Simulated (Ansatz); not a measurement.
# AlN: what symmetry allows forces and stress to be

```xyz
4
Lattice="3.0502 0.0000 0.0000 -1.5251 2.6416 0.0000 0.0000 0.0000 4.5821" Properties=species:S:1:pos:R:3 pbc="T T T"
Al    0.0000    1.7611   -0.0552
Al    1.5251    0.8805    2.2358
N     0.0000    1.7611    1.8193
N     1.5251    0.8805    4.1104
```

These are results of DFT PBE, scalar-relativistic, plane waves, PAW in Ansatz, not measurements.

Plane waves to 420 eV, a k mesh through Γ of 9×9×6 on the computed 4-atom cell and Gaussian smearing (0.02 eV); no spin polarisation.

This distorted cell has space group P6_3mc, with 12 operations.

Problem. Without a calculation: in which directions can each atom feel a force?

Solution. A force must be left unchanged by every operation that keeps its atom in place, so it lies in the space that those operations leave fixed. Atoms that the group maps onto each other feel forces of one size.
```tsv
atom	site symmetry	operations at the site	equivalent to atom	allowed force (Cartesian)
Al1	3m.	6	1	along (0.00, 0.00, 1.00)
Al2	3m.	6	1	along (0.00, 0.00, 1.00)
N3	3m.	6	3	along (0.00, 0.00, 1.00)
N4	3m.	6	3	along (0.00, 0.00, 1.00)
```

That leaves 2 independent force components of 12, tied by 1 condition that the forces sum to zero, so 1 remains. A relaxation in this cell that keeps the symmetry moves the atoms in these directions alone.

Problem. And the stress tensor?

Solution. It must be invariant under the point group, which leaves 2 independent components: yz, xz, xy vanish; xx = yy.

Problem. Do the computed values obey this?

Solution. Yes. Forces (eV/Å):
```
Al1  0.000  0.000  0.491
Al2  0.000  0.000  0.491
N3   0.000  0.000 -0.491
N4   0.000  0.000 -0.491
```

Stress (GPa, compression positive, xx yy zz yz xz xy): 34.41 34.41 31.89 0.00 0.00 0.00. The program imposes the same operations on density, forces and stress, so this confirms the analysis and is no independent test of the calculation.